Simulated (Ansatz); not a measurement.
Hg in Ansatz: convergence with ecutfock ratio

Input of the first run (ecutfock ratio 1); the others differ in this setting and in those tied to it:

File input.yaml:

```yaml
crystal:
  lattice:
    - [-1.8767364354, 1.8767364354, 1.916844855]
    - [1.8767364354, -1.8767364354, 1.916844855]
    - [1.8767364354, 1.8767364354, -1.916844855]
  atoms:
    - { symbol: Hg, position: [0.5, 0.5, 0.0] }
hamiltonian:
  xc: hse06
  pseudopotentials: { kind: paw }
kpoints:
  mp_grid: { grid: [5, 5, 5] }
scf:
  occupations: { method: cold, width: 0.05 }
  exx: { ecutfock_ratio: 1 }
output:
  forces: true
  stress: true
  eigenvalues: true
```

Potentials or basis: Ansatz PAW.

Command:

```console
$ ansatz run input.yaml --threads 2 --pin off --max-ram 5632MiB --backend cpu --events-out ev --progress --plain --runs-dir out
```

Hardware: 2 threads of Arm Neoverse V1, with other jobs on the host.

| ecutfock ratio | energy less the tightest run, at zero smearing (meV/atom) | SCF cycles | CPU time (s) | peak memory (GiB) |
| --- | --- | --- | --- | --- |
| 1 | 63.92 | 14 | 11 | 0.49 |
| 2 | -0.10 | 14 | 12 | 0.5 |
| 3 | 0.00 | 14 | 12 | 0.57 |
| 4 | 0.00 | 14 | 12 | 0.57 |

Against the tightest run, the energy stays within 1 meV/atom from 2 on. The tightest run that finished is the yardstick and may itself not be fully converged.

Caveat, for the tightest run too: the k mesh is coarse (spacing up to 0.47 Å⁻¹), so the values aren't converged, least of all with exact exchange; odd divisions of the mesh miss points on the zone boundary, where band edges often lie, so the gap on the mesh can be too wide; spin-orbit coupling is left out, which moves the levels of the heavy elements.
